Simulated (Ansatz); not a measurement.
# Putting H into Zn

Theory: DFT PBE, scalar-relativistic, plane waves, PAW in Ansatz 0.2.0.

Plane waves to 420 eV, a k mesh through Γ of 16×16×16 on the computed 1-atom cell and Gaussian smearing (0.10 eV); no spin polarisation for the host; each changed cell takes a mesh and smearing chosen by its own gap and starts from the host's moments or customary ones, or runs without spin. Cells and atoms are relaxed to the nearest stationary point that keeps the symmetry of their start (forces under 0.02 to 0.04 eV/Å, stress under 0.1 to 0.2 GPa); energies are at zero smearing, without zero-point or thermal terms.

Relaxed host (gap on the mesh 0 eV):

```
Zn
1.0
    -1.56904    1.56904    1.56904
     1.56904   -1.56904    1.56904
     1.56904    1.56904   -1.56904
Zn
1
Direct
  0.00000 0.00000 0.00000
```

Cases: (1) 1 H in a 2×2×2 repeat of the cell, at (0.125 0.250 0.375) in fractions of that repeat, 1.75 Å from the nearest atom of the relaxed host.

The table gives the energy per H taken from half an H2 molecule (negative: uptake is favourable), the swelling and the final surroundings.

```json
{"case": "1", "formula": "Zn8H", "energy per H (eV)": "0.57", "ΔV (%)": "+5.4", "principal strains (%)": "+5.6 -0.1 -0.1", "nearest host atoms of the first H": "4 (Zn) from 1.87 Å", "gap (eV)": "0"}
```

Each ion keeps what symmetry its start has, so a lower place off a symmetric site can be missed, above all for H.

Relaxed structure of case 1:

```xyz
9
Lattice="-3.1346 3.3150 3.1346 3.1346 -3.3150 3.1346 3.1346 3.3150 -3.1346" Properties=species:S:1:pos:R:3 pbc="T T T"
Zn    0.1973   -0.4395    0.0000
Zn    1.5673    2.0970   -1.3700
Zn    1.5673   -1.9160    1.8474
Zn    2.9373   -0.4395    0.0000
Zn   -1.5673    1.3989    1.2872
Zn   -0.2801    3.5735    0.0000
Zn    0.2801    0.2586    3.1346
Zn    1.5673    2.0970    1.3700
H     1.5673    0.8287    0.0000
```

This form of Zn (Im-3m) lies 0.08 eV/atom over the element's standard state.

In Zn8H a bond of the host changes by more than 0.6 Å or the volume by a third: the framework has rearranged or swollen or shrunk strongly, and the figure may no longer describe a topotactic step.

Cost: 2 runs of about 0.78 core-minutes in all, on AMD EPYC 9R45 (Zen 5) (shared hosts).